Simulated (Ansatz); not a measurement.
Sc:

```
Sc
1.0
     3.20196    0.00000    0.00000
     1.50211    2.84414    0.00000
     1.54899    0.92645    2.67418
Sc
1
Direct
  0.00000 0.00000 0.00000
```

This isn't the form of Sc at room conditions, which is hcp.

| Quantity | Value |
| --- | --- |
| Program | Ansatz 0.2.0 |
| Task | relaxation of cell and atoms |
| Functional | PBEsol |
| Potentials or basis | Ansatz PAW |
| Cutoff | 420 eV (not typed: the program's choice for these potentials) |
| k mesh | 10 × 10 × 10 |
| Occupations | fermi-dirac, width 0.05 eV |
| Spin | no spin polarisation |

At the start: volume 24.35 Å³/atom.

Question: Where does the relaxation end?

Answer: It ends after 5 steps and the volume is 23.61 Å³/atom (-3.1 %); space group Fm-3m (No. 225, to 0.05 Å).

The path:
```csv
step,energy change (eV),largest force (eV/Å),volume (Å³)
1,0.0000,0.0000,24.35
2,-0.0081,0.0000,23.55
3,-0.0088,0.0000,23.57
4,-0.0089,0.0000,23.61
5,-0.0088,0.0000,23.61
```

Final structure:
```xyz
1
Lattice="3.2183 0.0547 0.0146 1.5584 2.8164 0.0199 1.5849 0.9478 2.6405" Properties=species:S:1:pos:R:3 pbc="T T T"
Sc    0.0000    0.0000    0.0000
```

Caveat: the plane-wave basis is chosen anew once the cell has moved, so the energies of steps on either side of that aren't comparable; the PAW data sets come from PBE, with cores solved anew for the run's functional, which leaves a small shift of forces and pressure.
